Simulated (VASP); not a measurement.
Cd:

```xyz
1
Lattice="-1.7843 1.7843 1.7843 1.7843 -1.7843 1.7843 1.7843 1.7843 -1.7843" Properties=species:S:1:pos:R:3 pbc="T T T"
Cd    0.0000    0.0000    0.0000
```

This isn't the form of Cd at room conditions, which is hcp.

```yaml
Program: VASP 6.6.1
Task: relaxation of cell and atoms
Functional: RPBE
Potentials_or_basis: VASP PAW PBE potentials, release 64 (Cd)
Cutoff: 600 eV
k_mesh: 10 × 10 × 10
Occupations: fermi-dirac, width 0.05 eV
Spin: no spin polarisation
```

At the start: pressure 3.6 GPa; volume 22.72 Å³/atom.

Question: How do energy, volume and symmetry change on relaxing?

Answer: Over 4 steps the energy falls by 25.8 meV/atom and the volume is 25.23 Å³/atom (+11.0 %); space group Im-3m (No. 229, to 0.05 Å).

Step by step:
| step | energy change (eV) | largest force (eV/Å) | pressure (GPa) | volume (Å³) |
| --- | --- | --- | --- | --- |
| 1 | 0.0000 | 0.0000 | 3.64 | 22.72 |
| 2 | -0.0237 | 0.0000 | 0.91 | 24.46 |
| 3 | -0.0258 | 0.0000 | -0.10 | 25.33 |
| 4 | -0.0258 | 0.0000 | 0.00 | 25.23 |

Final structure:
```
Cd
1.0
    -1.84774    1.84774    1.84774
     1.84774   -1.84774    1.84774
     1.84774    1.84774   -1.84774
Cd
1
Direct
  0.00000 0.00000 0.00000
```

Caveat: the PAW data sets were made with another functional, which shifts forces and pressure a little.
